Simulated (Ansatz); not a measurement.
The cell is KI (P6_3/mmc) from a database of computed structures; cell and atoms were relaxed with r2SCAN. The symmetry is P6_3/mmc (No. 194, hexagonal); conventional cell a = 4.899 Å, c = 8.591 Å, 44.65 Å³ an atom. K has 6 I at 3.55 Å; I has 6 K at 3.55 Å.

3 runs of Ansatz 0.2.0 on this cell differ in the functional (and in the settings that go with it). Levels are in eV from each run's valence top; v1 is the last filled band, c1 the first empty one.

Run A, mean stress +0.3 GPa (compression positive):

| point | v4 | v3 | v2 | v1 | c1 | c2 |
| --- | --- | --- | --- | --- | --- | --- |
| Γ | -0.28 | -0.21 | 0.00 | 0.00 | 4.85 | 6.51 |
| M | -0.71 | -0.62 | -0.38 | -0.37 | 6.10 | 6.79 |
| K | -0.90 | -0.63 | -0.63 | -0.62 | 7.26 | 7.26 |
| A | -0.15 | -0.15 | -0.14 | -0.14 | 5.96 | 5.96 |

Run B, mean stress 0.0 GPa (compression positive):

| point | v4 | v3 | v2 | v1 | c1 | c2 |
| --- | --- | --- | --- | --- | --- | --- |
| Γ | -0.27 | -0.20 | 0.00 | 0.00 | 4.50 | 6.07 |
| M | -0.68 | -0.60 | -0.36 | -0.35 | 5.58 | 6.34 |
| K | -0.86 | -0.61 | -0.61 | -0.58 | 6.74 | 6.74 |
| A | -0.14 | -0.14 | -0.14 | -0.14 | 5.58 | 5.58 |

Run C, mean stress +0.4 GPa (compression positive):

| point | v4 | v3 | v2 | v1 | c1 | c2 |
| --- | --- | --- | --- | --- | --- | --- |
| Γ | -0.27 | -0.19 | 0.00 | 0.00 | 3.86 | 5.54 |
| M | -0.67 | -0.60 | -0.36 | -0.34 | 5.09 | 5.77 |
| K | -0.85 | -0.60 | -0.60 | -0.57 | 6.22 | 6.22 |
| A | -0.14 | -0.14 | -0.14 | -0.14 | 4.95 | 4.95 |

**Question.** Match the runs to PBE, r2SCAN, HSE06.

**Answer.** A is HSE06, B is r2SCAN, C is PBE. In order of the gap: PBE 3.86, r2SCAN 4.50, HSE06 4.85 eV.

No spin polarisation and no zero-point or thermal motion.

Spin-orbit coupling is left out, which matters wherever the heavy atoms make up the band edges.

The program warns that its thresholds are loose for a hybrid's stress.

The meshes of the hybrids are coarse, so their gaps aren't converged to the digits shown.
